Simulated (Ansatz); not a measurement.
# AlNi3: convergence and cost

The task, for AlNi3: test the k-point mesh shifted by half a step.

Computed with Ansatz 0.2.0 (DFT PBEsol, scalar-relativistic, plane waves, PAW, unless a step's input says otherwise).

2 further runs of the same task are left out: 1 for a known fault of the program, 1 set aside as unsound or not needed. Runs told in other sessions of the task aren't counted.

## 1. The system as given

Symmetry: Fm-3m, No. 225, cubic system. The conventional cell has a = 5.604 Å, b = 5.604 Å, c = 5.604 Å, α = 90.00°, β = 90.00°, γ = 90.00°. Al (site symmetry m-3m) is surrounded by 8 Ni at 2.43 Å. Ni (site symmetry -43m) has 4 Al at 2.43 Å and 4 Ni at 2.43 Å in its first shell of neighbours. Around Ni (site symmetry m-3m) lie 8 Ni at 2.43 Å.

Coordinates:

```xyz
4
Lattice="0.0000 2.8019 2.8019 2.8019 0.0000 2.8019 2.8019 2.8019 0.0000" Properties=species:S:1:pos:R:3 pbc="T T T"
Al    2.8019    2.8019    2.8019
Ni    1.4009    1.4009    1.4009
Ni    0.0000    0.0000    0.0000
Ni    4.2028    4.2028    4.2028
```

The structure comes from the Materials Project (structure only); it is used as listed.

## 2. The base input

The input, input.yaml:

```yaml
crystal:
  lattice:
    - [0.0, 2.8018887551, 2.8018887551]
    - [2.8018887551, 0.0, 2.8018887551]
    - [2.8018887551, 2.8018887551, 0.0]
  atoms:
    - { symbol: Al, position: [0.5, 0.5, 0.5] }
    - { symbol: Ni, position: [0.25, 0.25, 0.25] }
    - { symbol: Ni, position: [0.0, 0.0, 0.0] }
    - { symbol: Ni, position: [0.75, 0.75, 0.75] }
basis:
  ecutwfc: 420
kpoints:
  mp_grid: { grid: [14, 14, 14] }
hamiltonian:
  xc: pbesol
scf:
  occupations: { method: gaussian, width: 0.1 }
output:
  forces: true
  stress: true
  eigenvalues: true
  populations: true
  write_density: true
  write_potential: true
  elf: true
  volumetric_format: npy
```

Its results, from an earlier run: -4485.2501 eV/atom at zero smearing, pressure -0.74 GPa, largest force 0.000 eV/Å, no gap on the mesh, in 7 SCF cycles and 21 s.

## 3. K-point mesh shifted by half a step set to 8×8×8

input.yaml: that of step 2 with these lines changed.

```diff
@@ -13,3 +13,3 @@
 kpoints:
-  mp_grid: { grid: [14, 14, 14] }
+  mp_grid: { grid: [8, 8, 8], shift: [0.5, 0.5, 0.5] }
 hamiltonian:
@@ -22,6 +22 @@
   eigenvalues: true
-  populations: true
-  write_density: true
-  write_potential: true
-  elf: true
-  volumetric_format: npy
```

Run with:

```bash
$ ansatz run input.yaml --threads 1 --pin off --max-ram 2560MiB --backend cpu --events-out ev --progress --plain --runs-dir out
```

The program printed, cut to the lines that bear on the results:

```text
Warning: crystal.symmetry: narrowed to the stabiliser of the k-point mesh — unitary ops 48 → 12; excluded 36 operations that carry a point of the 8×8×8 mesh (shift [0.5, 0.5, 0.5]) off the mesh (the run samples exactly the mesh kpoints.mp_grid names, as under crystal.symmetry.detect: [...]
Warning: RAYON_NUM_THREADS=1 ignored (pool sized by the plan → 1); use --threads N
[...]
Pseudopotentials: kind: paw
Pseudopotential: Al, paw, valence charge 3, recommended cutoff 420 eV (normal), Al.paw.azcp
Pseudopotential: Ni, paw, valence charge 18, recommended cutoff 420 eV (normal), Ni.paw.azcp
Functional definition: PBEsol
[...]
Crystal: 4 atoms, lattice volume = 43.993 Å³
Basis set: ecut = 420 eV, 869 PW (Γ), exchange–correlation on 54×54×54 points (8 copies of the dense FFT grid, shifted against one another)
Bands: 35, of which v1, the nominal top of the filled ones, is band 29 counted from 1 (28 counted from 0)
Symmetry: 12 space group operations
k-points: 60 of 512
[...]
SCF iter   1: F=—  HF=-17941.036139 eV  |F-HF|=—  |Δ(HF+E_count)|=         —  Δρ=2.95e-2  dr2=2.52e-1  ethr=1.77e-3  ⟨swp⟩=5.3  Hψ=7032  notcnv=0
[...]
SCF iter   7: F=-17941.006383 eV  HF=-17941.006383 eV  |F-HF|=7.24e-8  |Δ(HF+E_count)|=   1.43e-7  Δρ=1.29e-5  dr2=8.46e-8  ethr=1.75e-10  ⟨swp⟩=7.4  Hψ=8995  notcnv=0
[...]
SCF converged after 7 iterations
Free energy (F): -17941.006383 eV
[...]
E sigma→0 (E₀):  -17940.999608 eV
Entropy (-TS):   -0.013551 eV (-3.388 meV/atom)
Fermi energy:    16.298807 eV
[...]
--- Forces (eV/Å), atoms counted from 1 ---
  atom   1  Al    -0.00000000     0.00000000    -0.00000000
  atom   2  Ni     0.00011591     0.00011591     0.00011591
  atom   3  Ni     0.00000000     0.00000000     0.00000000
  atom   4  Ni    -0.00011591    -0.00011591    -0.00011591
[...]
--- Stress (GPa, compression-positive) ---
       -0.740149       0.069205       0.069205
        0.069205      -0.740149       0.069205
        0.069205       0.069205      -0.740149
  P = ⅓ Tr σ = -0.7401 GPa (-7.401 kbar)
--- Band table (eV; the first three rows and the last of 60) ---
[...]
```

Run time: 9.2 s. Hardware: 1 thread of Intel Xeon at 2.50GHz (Skylake/Cascade Lake), shared host; peak memory 0.38 GiB.

Read-out: -4485.2499 eV/atom at zero smearing, pressure -0.74 GPa and no gap on the mesh. The log warns that the mesh lowers the symmetry.

## 4. K-point mesh shifted by half a step set to 10×10×10

input.yaml: that of step 3 with these lines changed.

```diff
@@ -13,3 +13,3 @@
 kpoints:
-  mp_grid: { grid: [8, 8, 8], shift: [0.5, 0.5, 0.5] }
+  mp_grid: { grid: [10, 10, 10], shift: [0.5, 0.5, 0.5] }
 hamiltonian:
```

Run with:

```bash
$ ansatz run input.yaml --threads 1 --pin off --max-ram 2560MiB --backend cpu --events-out ev --progress --plain --runs-dir out
```

The program printed, cut to the lines that bear on the results:

```text
Warning: crystal.symmetry: narrowed to the stabiliser of the k-point mesh — unitary ops 48 → 12; excluded 36 operations that carry a point of the 10×10×10 mesh (shift [0.5, 0.5, 0.5]) off the mesh (the run samples exactly the mesh kpoints.mp_grid names, as under crystal.symmetry.detect: [...]
Warning: RAYON_NUM_THREADS=1 ignored (pool sized by the plan → 1); use --threads N
[...]
Pseudopotentials: kind: paw
Pseudopotential: Al, paw, valence charge 3, recommended cutoff 420 eV (normal), Al.paw.azcp
Pseudopotential: Ni, paw, valence charge 18, recommended cutoff 420 eV (normal), Ni.paw.azcp
Functional definition: PBEsol
[...]
Crystal: 4 atoms, lattice volume = 43.993 Å³
Basis set: ecut = 420 eV, 869 PW (Γ), exchange–correlation on 54×54×54 points (8 copies of the dense FFT grid, shifted against one another)
Bands: 35, of which v1, the nominal top of the filled ones, is band 29 counted from 1 (28 counted from 0)
Symmetry: 12 space group operations
k-points: 110 of 1000
[...]
SCF iter   1: F=—  HF=-17941.036488 eV  |F-HF|=—  |Δ(HF+E_count)|=         —  Δρ=2.93e-2  dr2=2.49e-1  ethr=1.77e-3  ⟨swp⟩=5.4  Hψ=12934  notcnv=0
[...]
SCF iter   7: F=-17941.007046 eV  HF=-17941.007046 eV  |F-HF|=6.43e-8  |Δ(HF+E_count)|=   1.35e-7  Δρ=1.21e-5  dr2=7.29e-8  ethr=1.75e-10  ⟨swp⟩=7.2  Hψ=16475  notcnv=0
[...]
SCF converged after 7 iterations
Free energy (F): -17941.007046 eV
[...]
E sigma→0 (E₀):  -17941.000079 eV
Entropy (-TS):   -0.013934 eV (-3.484 meV/atom)
Fermi energy:    16.296065 eV
[...]
--- Forces (eV/Å), atoms counted from 1 ---
  atom   1  Al    -0.00000000     0.00000000    -0.00000000
  atom   2  Ni     0.00361790     0.00361790     0.00361790
  atom   3  Ni     0.00000000     0.00000000     0.00000000
  atom   4  Ni    -0.00361790    -0.00361790    -0.00361790
[...]
--- Stress (GPa, compression-positive) ---
       -0.732686       0.009824       0.009824
        0.009824      -0.732686       0.009824
        0.009824       0.009824      -0.732686
  P = ⅓ Tr σ = -0.7327 GPa (-7.327 kbar)
--- Band table (eV; the first three rows and the last of 110) ---
[...]
```

Wall time 16 s (1 thread of Intel Xeon at 2.50GHz (Skylake/Cascade Lake), shared host); peak memory 0.43 GiB.

Read-out: -4485.2500 eV/atom at zero smearing, pressure -0.73 GPa, largest force 0.006 eV/Å and no gap on the mesh. The log warns that the mesh lowers the symmetry.

## 5. K-point mesh shifted by half a step: 12×12×12

input.yaml: that of step 4 with these lines changed.

```diff
@@ -13,3 +13,3 @@
 kpoints:
-  mp_grid: { grid: [10, 10, 10], shift: [0.5, 0.5, 0.5] }
+  mp_grid: { grid: [12, 12, 12], shift: [0.5, 0.5, 0.5] }
 hamiltonian:
```

Run with:

```bash
$ ansatz run input.yaml --threads 1 --pin off --max-ram 2560MiB --backend cpu --events-out ev --progress --plain --runs-dir out
```

The program printed, cut to the lines that bear on the results:

```text
Warning: crystal.symmetry: narrowed to the stabiliser of the k-point mesh — unitary ops 48 → 12; excluded 36 operations that carry a point of the 12×12×12 mesh (shift [0.5, 0.5, 0.5]) off the mesh (the run samples exactly the mesh kpoints.mp_grid names, as under crystal.symmetry.detect: [...]
Warning: RAYON_NUM_THREADS=1 ignored (pool sized by the plan → 1); use --threads N
[...]
Pseudopotentials: kind: paw
Pseudopotential: Al, paw, valence charge 3, recommended cutoff 420 eV (normal), Al.paw.azcp
Pseudopotential: Ni, paw, valence charge 18, recommended cutoff 420 eV (normal), Ni.paw.azcp
Functional definition: PBEsol
[...]
Crystal: 4 atoms, lattice volume = 43.993 Å³
Basis set: ecut = 420 eV, 869 PW (Γ), exchange–correlation on 54×54×54 points (8 copies of the dense FFT grid, shifted against one another)
Bands: 35, of which v1, the nominal top of the filled ones, is band 29 counted from 1 (28 counted from 0)
Symmetry: 12 space group operations
k-points: 182 of 1728
[...]
SCF iter   1: F=—  HF=-17941.036724 eV  |F-HF|=—  |Δ(HF+E_count)|=         —  Δρ=2.93e-2  dr2=2.48e-1  ethr=1.77e-3  ⟨swp⟩=5.4  Hψ=21394  notcnv=0
[...]
SCF iter   7: F=-17941.007351 eV  HF=-17941.007351 eV  |F-HF|=6.42e-8  |Δ(HF+E_count)|=   1.33e-7  Δρ=1.21e-5  dr2=7.25e-8  ethr=1.75e-10  ⟨swp⟩=7.3  Hψ=27200  notcnv=0
[...]
SCF converged after 7 iterations
Free energy (F): -17941.007351 eV
[...]
E sigma→0 (E₀):  -17941.000612 eV
Entropy (-TS):   -0.013479 eV (-3.370 meV/atom)
Fermi energy:    16.295812 eV
[...]
--- Forces (eV/Å), atoms counted from 1 ---
  atom   1  Al    -0.00000000    -0.00000000    -0.00000000
  atom   2  Ni     0.00128526     0.00128526     0.00128526
  atom   3  Ni     0.00000000    -0.00000000     0.00000000
  atom   4  Ni    -0.00128526    -0.00128526    -0.00128526
[...]
--- Stress (GPa, compression-positive) ---
       -0.737220      -0.011909      -0.011909
       -0.011909      -0.737220      -0.011909
       -0.011909      -0.011909      -0.737220
  P = ⅓ Tr σ = -0.7372 GPa (-7.372 kbar)
--- Band table (eV; the first three rows and the last of 182) ---
[...]
```

Run time: 29 s. Hardware: 1 thread of Intel Xeon at 2.50GHz (Skylake/Cascade Lake), shared host; peak memory 0.5 GiB.

This run gives -4485.2502 eV/atom at zero smearing, pressure -0.74 GPa, largest force 0.002 eV/Å and no gap on the mesh. The log warns that the mesh lowers the symmetry.

## 6. The sweep of the k-point mesh shifted by half a step side by side

Energies are per atom, extrapolated to zero smearing, and count from the base run (14×14×14 mesh through Γ, Gaussian smearing of 0.1 eV). Pressure is positive in compression.

```tsv
shifted mesh	ΔE (meV/atom)	pressure (GPa)	largest change of a force component (eV/Å)	irreducible points	SCF cycles	CPU time
8×8×8	0.15	-0.74	0.000	60	7	9 s
10×10×10	0.04	-0.73	0.004	110	7	16 s
12×12×12	-0.10	-0.74	0.001	182	7	27 s
```

Times: CPU seconds on a shared machine, a rough guide.

## 7. Summary of results

| quantity | value |
| --- | --- |
| largest energy shift, k-point mesh shifted by half a step | 0.15 meV/atom at 8×8×8 |

What this shows: The densest shifted mesh lands 0.10 meV/atom from the base run. The shift lowers the symmetry that the mesh keeps. Spin polarisation is off in the runs that give these values; a magnetic solution could lie lower.
